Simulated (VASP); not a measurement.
SrO:

```xyz
2
Lattice="0.0000 2.5663 2.5663 2.5663 0.0000 2.5663 2.5663 2.5663 0.0000" Properties=species:S:1:pos:R:3 pbc="T T T"
Sr    2.5663    2.5663    2.5663
O     0.0000    0.0000    0.0000
```

Base run:

* Program: VASP 6.6.1
* Functional: SCAN
* Potentials or basis: VASP PAW PBE potentials, release 64 (Sr_sv, O)
* Cutoff: 520 eV
* k mesh: 9 × 9 × 9
* Occupations: fermi-dirac, width 0.05 eV
* Spin: no spin polarisation

Its results: band gap on the k mesh 3.78 eV, indirect (least direct gap 3.87 eV); pressure 1.6 GPa.

Q: The run is repeated on the same cell with these changes: functional from SCAN to r2SCAN. What comes out?

A: Band gap on the k mesh 3.80 eV, indirect (least direct gap 3.89 eV); pressure 2.1 GPa.

Caveats: the PAW data sets were made with another functional, which shifts forces and pressure a little.

A k mesh can miss the band edges.

Not every run made on this cell is shown here.
